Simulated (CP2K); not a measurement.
LiF (Griceite):

```
F Li
1.0
     2.84823    0.00000    0.00000
     1.42411    2.46664    0.00000
     1.42411    0.82221    2.32557
F Li
1 1
Direct
  0.50000 0.50000 0.50000
  0.00000 0.00000 0.00000
```

The cell isn't the ideal one: the cell as VASP's run set it.

Base run:

```yaml
Program: CP2K 2026.2
Functional: PBE
Potentials_or_basis: POTENTIAL_UZH F GTH-PBE-q7, Li GTH-PBE-q3; TZVP-MOLOPT-PBE-GTH basis
Density_cutoff: 10204 eV
k_mesh: 11 × 11 × 11
Occupations: gaussian, width 0.05 eV
Spin: no spin polarisation
```

Its results: band gap on the k mesh 9.06 eV, direct; pressure 2.6 GPa.

Problem. The run is repeated on the same cell with these changes: functional from PBE to RPBE; occupations from gaussian, width 0.05 eV to gaussian, width 0.1 eV. What comes out?

Solution. Band gap on the k mesh 9.33 eV, direct; pressure 7.0 GPa.

Caveats: an odd mesh through Γ misses points on the zone boundary, where band edges often lie; the basis of atomic orbitals isn't converged, which shifts pressures, moduli and gaps; the potentials were made for another functional, which shifts forces and pressure (some runs).
